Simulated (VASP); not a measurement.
CdS (Greenockite): relaxation of cell and atoms with PBE

CdS (Greenockite):

```
Cd S
1.0
     4.15000    0.00000    0.00000
    -2.07500    3.59401    0.00000
     0.00000    0.00000    6.73700
Cd S
2 2
Cartesian
  0.0000 2.3960 0.0000
  2.0750 1.1980 3.3685
  0.0000 2.3960 2.5264
  2.0750 1.1980 5.8949
```

* Program: VASP 6.6.1
* Task: relaxation of cell and atoms
* Functional: PBE
* Potentials or basis: VASP PAW PBE potentials, release 64 (Cd, S)
* Cutoff: 600 eV
* k mesh: 9 × 9 × 4
* Occupations: gaussian, width 0.03 eV
* Spin: no spin polarisation
* Further INCAR settings: ALGO = Normal; EDIFF = 1e-06; IBRION = 2; EDIFFG = -0.01; NSW = 90; ISIF = 3

```yaml
Relaxed_volume: 26.14 Å³/atom
Relaxed_cell: a = 4.200 Å, b = 4.200 Å, c = 6.845 Å, α = 90.00°, β = 90.00°, γ = 120.00°
Space_group_after_relaxing_to_0.05_Å: P6_3mc (No. 186)
Energy_gained_by_relaxing: 7.7 meV/atom
Ionic_steps: 5
Pressure_after_relaxing: 0.0 GPa
Largest_force_after_relaxing: 0.008 eV/Å
Band_gap_on_the_k_mesh: 1.10 eV, direct
```

Forces on the atoms (eV/Å):
```
Cd   0.000  0.000 -0.008
Cd   0.000  0.000 -0.008
S    0.000  0.000  0.008
S    0.000  0.000  0.008
```

The path:
| step | energy change (eV) | largest force (eV/Å) | pressure (GPa) | volume (Å³) |
| --- | --- | --- | --- | --- |
| 1 | 0.0000 | 0.0696 | 2.38 | 100.48 |
| 2 | -0.0279 | 0.0022 | -0.67 | 106.01 |
| 3 | -0.0307 | 0.0149 | -0.01 | 104.66 |
| 4 | -0.0307 | 0.0159 | 0.00 | 104.57 |
| 5 | -0.0308 | 0.0076 | 0.05 | 104.56 |

Final structure:
```cif
data_structure
_symmetry_space_group_name_H-M 'P 1'
_symmetry_Int_Tables_number 1
_cell_length_a 4.1998
_cell_length_b 4.1998
_cell_length_c 6.8451
_cell_angle_alpha 90.000
_cell_angle_beta 90.000
_cell_angle_gamma 120.000
_cell_volume 104.56
loop_
_atom_site_label
_atom_site_type_symbol
_atom_site_fract_x
_atom_site_fract_y
_atom_site_fract_z
_atom_site_occupancy
Cd1 Cd 0.33333 0.66667 0.99952 1
Cd2 Cd 0.66667 0.33333 0.49952 1
S1 S 0.33333 0.66667 0.37548 1
S2 S 0.66667 0.33333 0.87548 1
```

Levels at points of the mesh, in eV from the valence-band top:
| k point | band 15 | band 16 | band 17 | band 18 | band 19 | band 20 | band 21 | band 22 |
| --- | --- | --- | --- | --- | --- | --- | --- | --- |
| (0.00, 0.00, 0.00) | -0.69 | -0.04 | 0.00 | 0.00 | 1.10 | 2.74 | 6.49 | 6.49 |
| (0.00, 0.00, 0.50) | -0.36 | -0.36 | -0.36 | -0.36 | 2.75 | 2.75 | 6.13 | 6.13 |

It took 100 s on 1 thread of Intel(R) Xeon(R) 6975P-C (Granite Rapids), on a shared host, peak memory 0.31 GiB.

PBE usually gives volumes a little too large and moduli too small. Zero-point motion and thermal expansion aren't in these numbers.
